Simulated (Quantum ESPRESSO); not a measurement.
Crystal: Nb4C3.

```
Nb C
1.0
     4.47077    0.00000    0.00000
     0.00000    4.47077    0.00000
     0.00000    0.00000    4.47077
Nb C
4 3
Direct
  0.50000 0.50000 0.50000
  0.50000 0.00000 0.00000
  0.00000 0.00000 0.50000
  0.00000 0.50000 0.00000
  0.00000 0.50000 0.50000
  0.50000 0.50000 0.00000
  0.50000 0.00000 0.50000
```

The cell comes from a database or a generator and needn't be the stable form of this composition.

Base run:

- Program: Quantum ESPRESSO 7.5
- Functional: PBEsol
- Potentials or basis: GBRV 1.5 PBEsol
- Cutoff: 612 eV
- Density cutoff: 4898 eV
- k mesh: 6 × 6 × 6
- Occupations: fermi-dirac, width 0.05 eV
- Spin: no spin polarisation

Its results: band gap on the k mesh none (metal or under the smearing width); pressure -10.5 GPa.

Problem. The run is repeated on the same cell with these changes: functional from PBEsol to LDA; potentials or basis from GBRV 1.5 PBEsol to GBRV 1.5 LDA. What comes out?

Solution. Band gap on the k mesh none (metal or under the smearing width); pressure -14.7 GPa.

Caveats: some levels on the path didn't converge (some runs).
